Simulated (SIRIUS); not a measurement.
Runs of SIRIUS 7.12.0 on CoO. It takes space group Fm-3m (No. 225, cubic). The conventional cell has a = 4.263 Å, b = 4.263 Å, c = 4.263 Å, α = 90.00°, β = 90.00°, γ = 90.00°. Co (site symmetry m-3m) has 6 O at 2.13 Å as nearest neighbours. O (site symmetry m-3m) is surrounded by 6 Co at 2.13 Å. 

| task | level | potentials or basis | spin | cutoff (eV) | muffin tin radii | basis cutoff (gk_cutoff) | valence relativity | reference energy of the basis | smallest sphere radius times basis cutoff | moment (μB) |
| --- | --- | --- | --- | --- | --- | --- | --- | --- | --- | --- |
| band structure | PBEsol | all-electron FP-LAPW, apw+lo standard | collinear, ferromagnetic start | 283 | Co 2.38, O 1.58 bohr | 4.56 1/bohr | iora | 0.26 Ha | 7.2 | 2.93 |
| band structure | PBE | all-electron FP-LAPW (ZORA valence), apw+lo standard | collinear, ferromagnetic start | 283 | Co 2.38, O 1.58 bohr | 4.56 1/bohr | zora | 0.26 Ha | 7.2 | 2.90 |
| band structure | PBE | all-electron FP-LAPW, apw+lo standard | non-collinear, ferromagnetic start, SOC | 283 | Co 2.38, O 1.58 bohr | 4.56 1/bohr | iora | 0.26 Ha | 7.2 | 2.91 |
| band structure | PBE | all-electron FP-LAPW (no relativity for the valence, core without relativity), apw+lo standard | collinear, ferromagnetic start | 283 | Co 2.38, O 1.58 bohr | 4.56 1/bohr | none | 0.26 Ha | 7.2 | (a) |
| band structure | PBE | all-electron FP-LAPW (Koelling-Harmon valence), apw+lo standard | collinear, ferromagnetic start | 283 | Co 2.38, O 1.58 bohr | 4.56 1/bohr | koelling_harmon | 0.26 Ha | 7.2 | 2.90 |
| single point | PBEsol | all-electron FP-LAPW, apw+lo standard | collinear, ferromagnetic start | 294 | Co 2.33, O 1.55 bohr | 4.65 1/bohr | iora | 0.27 Ha | 7.21 | 2.93 |

Alike in all rows: cell as given; k mesh 11 × 11 × 11; smearing fermi-dirac 0.05 eV.

**Question.** Estimate the missing entries.

**Answer.** (a) 2.87.

Caveats: a cell with one magnetic atom can't hold antiferromagnetic order, which such compounds often take; spin-orbit coupling enters by second variation, whose total energy isn't converged in the number of states and isn't listed, and the forces lack its term (some runs); relativity is left out for the core states (some runs).

Not every run made on this cell is shown here.
